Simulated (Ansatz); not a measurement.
C:

```
C
1.0
     2.12732   -1.22828    0.00000
     2.12732    1.22828    0.00000
    -1.37907    0.00000    3.50283
C
2
Direct
  0.16664 0.16664 0.99991
  0.83336 0.83336 0.00009
```

This is a stacking variant of graphite.

| Quantity | Value |
| --- | --- |
| Program | Ansatz 0.2.0 |
| Task | relaxation of cell and atoms |
| Functional | HSEsol |
| Potentials or basis | Ansatz PAW |
| Cutoff | 420 eV (not typed: the program's choice for these potentials) |
| k mesh | 7 × 7 × 4 |
| Occupations | fermi-dirac, width 0.05 eV |
| Spin | no spin polarisation |

At the start: volume 9.15 Å³/atom.

Task: Where does the relaxation end?

Result: It ends after 11 steps and the volume is 9.44 Å³/atom (+3.1 %); space group R-3m (No. 166, to 0.05 Å).

Step by step:
```csv
step,energy change (eV),largest force (eV/Å),volume (Å³)
1,0.0000,0.0102,18.31
2,-0.0038,0.0029,18.36
3,-0.0041,0.0028,18.46
4,-0.0039,0.0003,18.54
5,-0.0049,0.0002,18.54
6,-0.0047,0.0002,18.67
7,-0.0044,0.0002,18.76
8,-0.0051,0.0001,18.76
9,-0.0049,0.0000,18.84
10,-0.0048,0.0000,18.88
11,-0.0052,0.0001,18.88
```

Final structure:
```
C
1.0
     2.11650   -1.22196   -0.00948
     2.11650    1.22196   -0.00948
    -1.38766    0.00000    3.65648
C
2
Direct
  0.16667 0.16667 0.99999
  0.83333 0.83333 0.00001
```

Caveat: the k mesh is coarse (spacing up to 0.45 Å⁻¹), so the values aren't converged, least of all with exact exchange; the plane-wave basis is chosen anew once the cell has moved, so the energies of steps on either side of that aren't comparable; the pressure holds a Pulay correction of +0.4 GPa for the finite cutoff; the PAW data sets come from PBE, with cores solved anew for the run's functional, which leaves a small shift of forces and pressure.
